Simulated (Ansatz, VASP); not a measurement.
# One calculation of Sn, two programs

File INCAR:

```
PREC = Accurate
ENCUT = 520
EDIFF = 1E-7
ISMEAR = -1
SIGMA = 0.1
LREAL = F
LASPH = T
NELM = 80
ALGO = Normal
ISIF = 2
LWAVE = F
LCHARG = T
GGA = PS
LELF = T
LVHAR = T
NBANDS = 13
```

KPOINTS

```
Automatic mesh
0
Gamma
  13 13 13
```

Contents of POSCAR:

```
Sn
1.0
    0.0000000000      2.3029262023      2.3029262023
    2.3029262023      0.0000000000      2.3029262023
    2.3029262023      2.3029262023      0.0000000000
Sn
1
Direct
    0.0000000000      0.0000000000      0.0000000000
```

Input for Ansatz:

```yaml
crystal:
  lattice:
    - [0.0, 2.3029262023, 2.3029262023]
    - [2.3029262023, 0.0, 2.3029262023]
    - [2.3029262023, 2.3029262023, 0.0]
  atoms:
    - { symbol: Sn, position: [0.0, 0.0, 0.0] }
hamiltonian:
  xc: pbesol
  pseudopotentials:
    kind: paw
    azcp:
      Sn: "pseudopotentials/Sn.paw.azcp"
basis:
  ecutwfc: 420
  fft_grid_basis: typed
kpoints:
  mp_grid: { grid: [13, 13, 13], shift: [0, 0, 0] }
magnetization:
  spin_polarized: false
scf:
  occupations: { method: fermi_dirac, width: 0.1 }
  lower_state_search: "off"
output:
  stress: true
```

Alike in both runs: task single point; functional PBEsol; k mesh 13 × 13 × 13; occupations fermi-dirac, width 0.1 eV; no spin polarisation.

|  | VASP | Ansatz |
| --- | --- | --- |
| version | VASP 6.6.1 | Ansatz 0.2.0 |
| potentials or method | VASP PAW PBE potentials, release 64 (Sn_d) | plane waves (420 eV) with PAW, scalar-relativistic |
| plane-wave cutoff (eV) | 520 | 420 |
| valence electrons in the cell | 14 | 14 |

|  | VASP | Ansatz | Ansatz less VASP |
| --- | --- | --- | --- |
| pressure (GPa) | 5.2 | 5.3 | +0.06 |

Ansatz warned: «pseudo_functional_mismatch».

Caveats: the PAW data sets were made with another functional, which shifts forces and pressure a little (VASP).
